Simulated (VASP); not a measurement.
Write the native input for VASP 6.6.1 that does the following.

```
Task                   : dielectric tensor
Functional             : PBE
Potentials or basis    : VASP PAW PBE potentials, release 64 (W_sv, S)
Cutoff                 : 520 eV
k mesh                 : 5 × 5 × 1
Occupations            : gaussian, width 0.02 eV
Spin                   : no spin polarisation
Further INCAR settings : ALGO = Normal; EDIFF = 1e-08
```

The structure of WS2 lies in POSCAR:

```
WS2
1.0
    3.1831225544      0.0000000000      0.0000000000
   -1.5915612772      2.7566649955      0.0000000000
    0.0000000000      0.0000000000     35.1805582101
W S
4 8
Direct
    0.3333333333      0.6666666667      0.5923166100
    0.3333333333      0.6666666667      0.2234000000
    0.6666666667      0.3333333333      0.7766000000
    0.6666666667      0.3333333333      0.4076833900
    0.3333333333      0.6666666667      0.8211496400
    0.3333333333      0.6666666667      0.4520236900
    0.6666666667      0.3333333333      0.6366210700
    0.6666666667      0.3333333333      0.2677418400
    0.3333333333      0.6666666667      0.7322581600
    0.3333333333      0.6666666667      0.3633789300
    0.6666666667      0.3333333333      0.5479763100
    0.6666666667      0.3333333333      0.1788503600
```

The input as run:

INCAR

```
PREC = Accurate
ENCUT = 520
EDIFF = 1E-8
ISMEAR = 0
SIGMA = 0.02
LREAL = F
LASPH = T
NELM = 60
ALGO = Normal
ISIF = 2
LWAVE = F
LCHARG = F
GGA = PE
LEPSILON = T
```

KPOINTS

```
Automatic mesh
0
Gamma
  5 5 1
```

Potentials or basis: VASP PAW PBE potentials, release 64 (W_sv, S).

The run is started by

```console
$ cat potpaw_PBE.64/W_sv/POTCAR potpaw_PBE.64/S/POTCAR > POTCAR
$ mpirun -np 1 vasp_std > vasp.out
```

It gave:

```yaml
Band_gap_on_the_k_mesh: 1.44 eV, indirect (least direct gap 2.43 eV)
Electronic_dielectric_tensor_diagonal: 9.77, 9.77, 2.40
Born_charges_mean_of_the_diagonal: W -0.36, -1.08; S +0.76, +0.27, +0.38, +0.02 e
```

Caveat: the k mesh is coarse (spacing up to 0.46 Å⁻¹), so the values aren't converged; spin-orbit coupling is left out, which moves the levels of the heavy elements.

Wall time 23 min on 1 thread of Intel(R) Xeon(R) Platinum 8488C (Sapphire Rapids), with other jobs on the host, peak memory 0.71 GiB.
